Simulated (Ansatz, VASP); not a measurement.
## SnSe in VASP and in Ansatz

```
Sn Se
1.0
     4.35478    0.00000    0.00000
     0.00000    4.35478    0.00000
     0.00000    0.00000    6.06521
Sn Se
2 2
Cartesian
  2.1774 0.0000 1.6386
  0.0000 2.1774 4.4266
  2.1774 0.0000 4.4416
  0.0000 2.1774 1.6236
```

Change from the starting cell: epitaxial_xy strain +3.2%.

Alike in both runs: task single point; functional r2SCAN; k mesh 6 × 6 × 4; occupations fermi-dirac, width 0.02 eV; no spin polarisation.

```csv
,VASP,Ansatz
version,VASP 6.6.1,Ansatz 0.2.0
potentials or method,"VASP PAW PBE potentials, release 64 (Sn_d, Se)","plane waves, PAW"
plane-wave cutoff (eV),520,500
valence electrons in the cell,40,60
```

VASP gave:

* gap on the k mesh at the Fermi level (eV): 0.80
* pressure (GPa): -1.5
* largest component of the traceless stress (GPa): 2.38
* rms of the force components (eV/Å): 0.004

Task: Estimate Ansatz's values.

Result: gap on the k mesh at the Fermi level (eV): 0.80; pressure (GPa): -1.5; largest component of the traceless stress (GPa): 2.36; rms of the force components (eV/Å): 0.010.

Atom by atom the forces differ by 0.006 eV/Å (rms over components). The two sets of potentials don't hold the same shells in valence.

Caveats: the PAW data sets were made with another functional, which shifts forces and pressure a little (VASP); spin-orbit coupling is left out, which moves the levels of the heavy elements. A k mesh can miss the band edges.
